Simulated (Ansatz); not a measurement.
Level of theory: DFT PBE, scalar-relativistic, plane waves, PAW (Ansatz 0.2.0). All cells share a 420 eV cutoff and Γ-centred k meshes spaced at most about 0.3 Å⁻¹ (about 0.25 or finer for metals, 2π included). No spin polarisation.

Temperature and zero-point effects are left out.

Compare these two cells of Mg2Ge2N, each relaxed at this level.

A.

```
Mg Ge N
1.0
    -1.69468    1.69468    7.68552
     1.69468   -1.69468    7.68552
     1.69468    1.69468   -7.68552
Mg Ge N
2 2 1
Direct
  0.41655 0.41655 0.00000
  0.58345 0.58345 0.00000
  0.75000 0.25000 0.50000
  0.25000 0.75000 0.50000
  0.00000 0.00000 0.00000
```

B.

```
Mg Ge N
1.0
     4.06581    0.00000    0.00000
     0.00000    4.06581    0.00000
     0.00000    0.00000    6.67614
Mg Ge N
2 2 1
Cartesian
  2.0329 0.0000 3.3381
  0.0000 2.0329 3.3381
  0.0000 0.0000 1.1632
  0.0000 0.0000 5.5129
  2.0329 2.0329 3.3381
```

Problem. Which is lower in energy, and by how much?

Solution. B is lower, by 243 meV/atom. A has space group I4/mmm (No. 139), 17.7 Å³/atom and no gap on its mesh; B has space group P4/mmm (No. 123), 22.1 Å³/atom and no gap. Counting Ge or N atoms around Mg (for each partner element, those within 1.25 times its shortest distance or 1.15 times the sum of covalent radii, where it is the nearest in units of that sum or under 1.3; a plus sign parts groups by distance over the sum of covalent radii), A has Mg 8 and B has Mg 2+4. A holds Ge–Ge nets (shortest 2.40 Å); B holds Ge–Ge pairs (shortest 2.33 Å). The lower one is the more open, so pressure narrows the difference. Even the lower one lies +0.29 eV/atom against the reference forms of the elements (uncorrected), so neither is stable at this level. In A, around Mg lie 1 Mg at 2.57 Å, 4 N at 2.72 Å and 4 Ge at 3.07 Å; Ge has 4 Ge at 2.40 Å; around N lie 8 Mg at 2.72 Å. In B, Mg has 2 N at 2.03 Å, 4 Mg at 2.87 Å and 4 Ge at 2.98 Å; Ge is surrounded by 1 Ge at 2.33 Å; N has 4 Mg at 2.03 Å. Both come from invented guesses. The lowest form computed isn't among them: it has space group P-3m1 (No. 164), 16.4 Å³/atom and lies 0.57 eV/atom below the best shown.

Cells relaxed within their symmetry can be saddle points. Some candidate types were left out of the draw beforehand, so a known form may be missing.
